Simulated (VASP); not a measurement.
# Hg (P2_1/m) in VASP: single point with r2SCAN

Aim: the single point of Hg with r2SCAN.

Everything below comes from runs of VASP 6.6.1. Logs are shortened: lines on timing, memory, paths and dates and some standing lists are left out, and cuts for length are marked.

### Step 1. The structure

It takes space group P2_1/m (No. 11, monoclinic). Conventional cell: a = 3.413 Å, b = 5.499 Å, c = 3.469 Å, α = 90.00°, β = 119.34°, γ = 90.00°. Hg (site symmetry m) has 12 Hg at 3.31 to 3.48 Å as nearest neighbours.

### Step 2. Single point, r2SCAN

POSCAR reads:

```
Hg
1.0
    3.4133030269      0.0000000000      0.0000000000
    0.0000000000      5.4991271400      0.0000000000
   -1.6998547957      0.0000000000      3.0241256614
Hg
2
Direct
    0.6515596900      0.2500000000      0.8042281600
    0.3484403100      0.7500000000      0.1957718400
```

INCAR.step1 reads:

```
PREC     = Accurate       # precision mode
ENCUT    = 520            # plane-wave cutoff, eV
ISMEAR   = 0              # smearing method
SIGMA    = 0.1            # smearing width, eV
LREAL    = F              # projectors in reciprocal space
LASPH    = T              # aspherical terms in the spheres
NELM     = 100            # most SCF steps
NBANDS   = 19             # bands
GGA      = PE             # functional
ALGO     = Normal         # electronic algorithm
EDIFF    = 1E-4           # SCF threshold, eV
LWAVE    = T              # write WAVECAR
LCHARG   = F              # write CHGCAR
```

INCAR.step2 reads:

```
PREC     = Accurate       # precision mode
ENCUT    = 520            # plane-wave cutoff, eV
EDIFF    = 1E-7           # SCF threshold, eV
ISMEAR   = 0              # smearing method
SIGMA    = 0.1            # smearing width, eV
LREAL    = F              # projectors in reciprocal space
LASPH    = T              # aspherical terms in the spheres
NELM     = 100            # most SCF steps
ALGO     = Normal         # electronic algorithm
ISIF     = 2              # what is computed and relaxed
LWAVE    = F              # write WAVECAR
LCHARG   = F              # write CHGCAR
METAGGA  = R2SCAN         # meta-GGA
LMIXTAU  = T            
NBANDS   = 19             # bands
ISTART   = 1
```

KPOINTS reads:

```
regular mesh
0
Gamma
  6 4 6
```

Potentials or basis: VASP PAW PBE potentials, release 64 (Hg).

The run is started by

```
> cat potpaw_PBE.64/Hg/POTCAR > POTCAR
> cp INCAR.step1 INCAR
> mpirun -np 1 vasp_std > vasp.out
> cp INCAR.step2 INCAR
> mpirun -np 1 vasp_std > vasp.out
```

OUTCAR:

```text
PREC = Accurate
   ENCUT = 520
   EDIFF = 1E-7
   ISMEAR = 0
   LREAL = F
   LASPH = T
   NELM = 100
   ISIF = 2
   METAGGA = R2SCAN
   ISTART = 1

 ion  position               nearest neighbor table
   1  0.652  0.250  0.804-   2 3.31   2 3.31   2 3.44   2 3.44   2 3.45   2 3.45
   2  0.348  0.750  0.196-   1 3.31   1 3.31   1 3.44   1 3.44   1 3.45   1 3.45

  LATTYP: Found a simple monoclinic cell.
 ALAT       =     3.4133030269
 B/A-ratio  =     1.6110867089
 C/A-ratio  =     1.0163548333
 COS(beta)  =    -0.4899949704

  Lattice vectors:

 A1 = (   3.4133030269,   0.0000000000,   0.0000000000)
 A2 = (   0.0000000000,   5.4991271400,   0.0000000000)
 A3 = (  -1.6998547957,   0.0000000000,   3.0241256614)

Analysis of symmetry for initial positions (statically):
=====================================================================
 Subroutine PRICEL returns:
 Original cell was already a primitive cell.

 Routine SETGRP: Setting up the symmetry group for a
 simple monoclinic supercell.

 Subroutine GETGRP returns: Found  4 space group operations
 (whereof  2 operations were pure point group operations)
 out of a pool of  4 trial point group operations.

The static configuration has the point symmetry S_2 .
 The point group associated with its full space group is C_2h.

Analysis of symmetry for dynamics (positions and initial velocities):
=====================================================================
 Subroutine PRICEL returns:
 Original cell was already a primitive cell.

 Routine SETGRP: Setting up the symmetry group for a
 simple monoclinic supercell.

 Subroutine GETGRP returns: Found  4 space group operations
 (whereof  2 operations were pure point group operations)
 out of a pool of  4 trial point group operations.

The dynamic configuration has the point symmetry S_2 .
 The point group associated with its full space group is C_2h.

 Subroutine INISYM returns: Found  4 space group operations
 (whereof  2 operations are pure point group operations),
 and found     1 'primitive' translations

----------------------------------------------------------------------------------------

                                     Primitive cell

  volume of cell :      56.7634

  direct lattice vectors                    reciprocal lattice vectors
     3.413303027  0.000000000  0.000000000     0.292971351  0.000000000  0.164678592
     0.000000000  5.499127140  0.000000000     0.000000000  0.181847041  0.000000000
    -1.699854796  0.000000000  3.024125661     0.000000000  0.000000000  0.330674090

  length of vectors
     3.413303027  5.499127140  3.469127029     0.336082209  0.181847041  0.330674090

  position of ions in fractional coordinates (direct lattice)
     0.651559690  0.250000000  0.804228160
     0.348440310  0.750000000  0.195771840

  ion indices of the primitive-cell ions
   primitive index   ion index
                 1           1
                 2           2

----------------------------------------------------------------------------------------

 KPOINTS: regular mesh

Automatic generation of k-mesh.
 Grid dimensions read from file:
 generate k-points for:    6    4    6

 Generating k-lattice:

  Cartesian coordinates                     Fractional coordinates (reciprocal lattice)
     0.048828559  0.000000000  0.027446432     0.166666667  0.000000000 -0.000000000
     0.000000000  0.045461760  0.000000000     0.000000000  0.250000000  0.000000000
     0.000000000  0.000000000  0.055112348     0.000000000  0.000000000  0.166666667

  Length of vectors
     0.056013702  0.045461760  0.055112348

  Shift w.r.t. Gamma in fractional coordinates (k-lattice)
     0.000000000  0.000000000  0.000000000

 Subroutine IBZKPT returns following result:
 ===========================================

 Found     60 irreducible k-points:

 Following reciprocal coordinates:
            Coordinates               Weight
  0.000000  0.000000  0.000000      1.000000
  0.166667  0.000000  0.000000      2.000000
  0.333333  0.000000  0.000000      2.000000
  0.500000  0.000000  0.000000      1.000000
  0.000000  0.250000  0.000000      2.000000
  0.166667  0.250000  0.000000      4.000000
[... 16 lines left out ...]
 -0.333333  0.250000  0.166667      4.000000
 -0.166667  0.250000  0.166667      4.000000
 [... further k-points ...]
   k-points           NKPTS =     60   k-points in BZ     NKDIM =     60   number of bands    NBANDS=     19
   number of dos      NEDOS =    301   number of ions     NIONS =      2
   total plane-waves  NPLWV =  32928
   dimension x,y,z NGX =    28 NGY =   42 NGZ =   28
   dimension x,y,z NGXF=    56 NGYF=   84 NGZF=   56
   ions per type =               2
   NGX,Y,Z   is equivalent  to a cutoff of  13.64, 12.70, 13.42 a.u.
   NGXF,Y,Z  is equivalent  to a cutoff of  27.27, 25.39, 26.84 a.u.
 SYSTEM =  unknown system
   PREC   = accura    normal or accurate (medium, high low for compatibility)
   ISTART =      1    job   : 0-new  1-cont  2-samecut
   ICHARG =      0    charge: 1-file 2-atom 10-const
   ISPIN  =      1    spin polarized calculation?
   LNONCOLLINEAR =      F non collinear calculations
   LSORBIT =      F    spin-orbit coupling
   LASPH  =      T    aspherical Exc in radial PAW
   ENCUT  =  520.0 eV  38.22 Ry    6.18 a.u.   6.35 10.22  6.45*2*pi/ulx,y,z
   NELM   =    100;   NELMIN=  2; NELMDL=  0     # of ELM steps
   EDIFF  = 0.1E-06   stopping-criterion for ELM
   LREAL  =      F    real-space projection
   EDIFFG = 0.1E-05   stopping-criterion for IOM
   NSW    =      0    number of steps for IOM
   IBRION =     -1    ionic relax: 0-MD 1-quasi-New 2-CG
   NFREE  =      0    steps in history (QN), initial steepest desc. (CG)
   ISIF   =      2    stress and relaxation
   ISYM   =      2    0-nonsym 1-usesym 2-fastsym
   POTIM  = 0.5000    time-step for ionic-motion
   TEBEG  =    0.0;   TEEND  =   0.0 temperature during run
   PSTRESS=    0.0 pullay stress
   NELECT =      24.0000    total number of electrons
   NUPDOWN=      -1.0000    fix difference up-down
   EMIN   =  10.00;   EMAX   =-10.00  energy-range for DOS
   EFERMI =   0.00;   METHOD = LEGACY
   ISMEAR =     0;   SIGMA  =   0.10  broadening in eV -4-tet -1-fermi 0-gaus
   EFERMI_NEDOS =   21; number of points for ismear=-14 and -15
   IALGO  =     38    algorithm
   IMIX   =      4    mixing-type and parameters
     AMIX     =   0.40;   BMIX     =  1.00
     AMIX_MAG =   1.60;   BMIX_MAG =  1.00
  volume/ion in A,a.u.               =      28.38       191.53
  Fermi-wavevector in a.u.,A,eV,Ry     =   1.228728  2.321959 20.541703  1.509773
  Thomas-Fermi vector in A             =   2.363642
   LORBIT       =      0    0 simple, 1 ext, 2 COOP (PROOUT), +10 PAW based schemes
   METAGGA = R2SCAN    functional components
   LHFCALC =     F    Hartree Fock is set to
   AEXX    =    0.0000 exact exchange contribution
   IVDW    =     0    specifies the selected vdW correction
   LEPSILON=     F    determine dielectric tensor
   LRPA    =     F    only Hartree local field effects (RPA)
 non-spin polarized calculation
 Gauss-broadening in eV      SIGMA  =   0.10
  energy-cutoff  :      520.00
  volume of cell :       56.76
 maximum number of plane-waves:      1544
 NGX is ok and might be reduce to    28
   NGX = 13   NGY = 21   NGZ = 13

 number of electron      24.0000000 magnetization

 Free energy of the ion-electron system (eV)
  ---------------------------------------------------
  ext. energy  EPLUGINS =         0.00000000
  ---------------------------------------------------
  free energy    TOTEN  =       -98.70758387 eV

  energy without entropy =      -98.70597204  energy(sigma->0) =      -98.70677796

 E-fermi :   0.7906     XC(G=0): -10.3635

 val. band max:        0.7315517138   @ k =   0.5000   0.0000   0.3333
 cond. band min:       1.1507680496   @ k =   0.0000   0.5000   0.5000
 fundamental gap:      0.4192163358
 Fermi energy:         0.7906427376

 k-point     1 :       0.0000    0.0000    0.0000
  band No.  band energies     occupation
      1      -6.5256      2.00000
      2      -6.1024      2.00000
      3      -5.5419      2.00000
      4      -5.5303      2.00000
      5      -5.4138      2.00000
      6      -5.3788      2.00000
[... 11 lines left out ...]
     18      14.8401      0.00000
     19      15.4828      0.00000

 k-point     2 :       0.1667    0.0000    0.0000
  band No.  band energies     occupation
      1      -6.0742      2.00000
      2      -5.9404      2.00000
      3      -5.5368      2.00000
      4      -5.4563      2.00000
      5      -5.3791      2.00000
      6      -5.3231      2.00000
[... 11 lines left out ...]
     18      14.4878      0.00000
     19      15.2035      0.00000

 k-point     3 :       0.3333    0.0000    0.0000
  band No.  band energies     occupation
      1      -5.9980      2.00000
      2      -5.8802      2.00000
      3      -5.7447      2.00000
      4      -5.5256      2.00000
      5      -5.3282      2.00000
      6      -5.1645      2.00000
[... 11 lines left out ...]
     18      12.5588      0.00000
     19      13.7207      0.00000

 k-point     4 :       0.5000    0.0000    0.0000
  band No.  band energies     occupation
      1      -6.0919      2.00000
      2      -5.9356      2.00000
      3      -5.9144      2.00000
      4      -5.5863      2.00000
      5      -5.2422      2.00000
      6      -5.2208      2.00000
[... 407 lines left out ...]
     18      11.1153      0.00000
     19      13.8412      0.00000

 k-point    23 :      -0.3333    0.2500    0.1667
  band No.  band energies     occupation
      1      -5.7650      2.00000
      2      -5.7456      2.00000
      3      -5.6537      2.00000
      4      -5.5819      2.00000
      5      -5.4107      2.00000
      6      -5.2751      2.00000
[... 11 lines left out ...]
     18      13.0663      0.00000
     19      15.1885      0.00000

 k-point    24 :      -0.1667    0.2500    0.1667
  band No.  band energies     occupation
      1      -5.8756      2.00000
      2      -5.8172      2.00000
      3      -5.5592      2.00000
      4      -5.5057      2.00000
      5      -5.4281      2.00000
      6      -5.3701      2.00000
[... 11 lines left out ...]
     18      13.3676      0.00000
     19      14.0232      0.00000

 [... further k-points ...]

------------------------ aborting loop because EDIFF is reached ----------------------------------------

  FORCE on cell =-STRESS in cart. coord.  units (eV):
  Direction    XX          YY          ZZ          XY          YZ          ZX
  --------------------------------------------------------------------------------------
  -------------------------------------------------------------------------------------
  Total       -0.0566237      0.1647805      0.0311029      0.0000000      0.0000000      0.0024662
  in kB       -1.5982340      4.6510171      0.8778969      0.0000000      0.0000000      0.0696090
  external PRESSURE =       1.3102266 kB  Pullay stress =       0.0000000 kB

 VOLUME and BASIS-vectors are now :
 -----------------------------------------------------------------------------
  energy-cutoff  :      520.00
  volume of cell :       56.76
      direct lattice vectors                 reciprocal lattice vectors
     3.413303027  0.000000000  0.000000000     0.292971351  0.000000000  0.164678592
     0.000000000  5.499127140  0.000000000     0.000000000  0.181847041  0.000000000
    -1.699854796  0.000000000  3.024125661     0.000000000  0.000000000  0.330674090

 POSITION                                       TOTAL-FORCE (eV/Angst)
 -----------------------------------------------------------------------------------
      0.85690      1.37478      2.43209         0.002344     -0.000000      0.017668
      0.85655      4.12435      0.59204        -0.002344      0.000000     -0.017668
 -----------------------------------------------------------------------------------
    total drift:                                0.000000      0.000000      0.000000

  FREE ENERGIE OF THE ION-ELECTRON SYSTEM (eV)
  ---------------------------------------------------
  free  energy   TOTEN  =       -98.7075838723 eV

  energy  without entropy=      -98.7059720397  energy(sigma->0) =      -98.70677796
```

It took 2.6 min on 1 thread of Intel Xeon Platinum 8488C (Sapphire Rapids), shared host; peak memory 0.21 GiB.

What came out:

* Free energy: -98.7076 eV
* Pressure: 0.1 GPa
* Largest force: 0.018 eV/Å
* Band gap on the k mesh: none (metal or under the smearing width)

Forces on the atoms (eV/Å):
```
Hg   0.002  0.000  0.018
Hg  -0.002  0.000 -0.018
```

Stress tensor (GPa, compression positive):
```
-0.16  0.00  0.01
 0.00  0.47  0.00
 0.01  0.00  0.09
```

Caveat: the PAW data sets were made with another functional, which shifts forces and pressure a little. The run has no spin-orbit coupling, so splittings on Hg are missing.
